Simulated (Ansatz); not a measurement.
**AlCu under changes of volume**

One of the cells (13.466 Å³/atom); the others are scaled copies at fixed shape and fractional positions:

```xyz
2
Lattice="2.9975 0.0000 0.0000 0.0000 2.9975 0.0000 0.0000 0.0000 2.9975" Properties=species:S:1:pos:R:3 pbc="T T T"
Cu    1.4988    1.4988    1.4988
Al    0.0000    0.0000    0.0000
```

The cell comes from a database or a generator and needn't be the stable form of this composition.

* Program: Ansatz 0.2.0
* Functional: PBEsol
* Potentials or basis: all-electron LAPW, scalar-relativistic
* Cutoff: 233 eV (chosen from the basis error)
* Basis error allowed: 0.001 eV/atom
* k mesh: 9 × 9 × 9
* Occupations: fermi-dirac, width 0.05 eV
* Spin: no spin polarisation

```csv
volume (Å³/atom),energy over the lowest point (meV/atom),pressure (GPa)
12.658,2.24,2.8
12.928,0.00,0.0
13.197,2.19,-2.5
13.466,8.27,-4.7
13.736,?,?
14.005,30.46,-8.4
14.274,45.82,-9.9
```

**Question.** What does the run at 13.736 Å³/atom give?

**Answer.** Energy over the lowest point 17.82 meV/atom; pressure -6.6 GPa.

Worked out: A Birch-Murnaghan fit of order 3 (a polynomial in V^(-2/3)) to the other rows has its minimum at 12.92 Å³/atom with B0 = V·E''(V) = 126 GPa and B' = 4.7. It gives 17.84 meV/atom at 13.736 Å³/atom, against the run's 17.82, and -dE/dV = -6.6 GPa, against -6.6.

Energies are extrapolated to zero smearing.
